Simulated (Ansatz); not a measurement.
# TiO$_{2}$: strain energy, fitted

TiO$_{2}$, P4_2/mnm, a = 4.597 Å, c = 2.993 Å. The compound has several low-lying forms, and this is one of them. Ansatz: r2SCAN+U, PAW, 500 eV, Γ-centred 6×6×8 mesh on 6 atoms, Gaussian smearing 0.02 eV; U_eff Ti 4.00 eV; no spin polarisation. Series: uniaxial strain along c, with a, b and atoms relaxed; x is the strain in per cent. y is the free energy over the unstrained cell, V0 = 10.544 Å³/atom.

```
x (%) y (meV/atom)
 -4.5             ?
 -3.0         12.59
 -1.5          3.04
  0.0          0.00
  1.5          2.83
  3.0         10.94
  4.5         23.76
```

Task: Fit y = c2 x² + c3 x³ to the other rows, turn c2 into a modulus, and predict the missing energy.

Result: Least squares on the rows shown. y = 1.3081 x² − 0.030036 x³. In eV per unit strain² c2 is 13.08; this is Young's modulus along the axis (E = ½ Y V0 ε²): 2 × 13.08 × 160.2 / (10.544) = 397 GPa. At x = -4.5 the fit asked for gives 29.23 meV/atom. The run gave 29.34 meV/atom, so the fit is 0.11 meV/atom too low, a small miss on the scale of the series.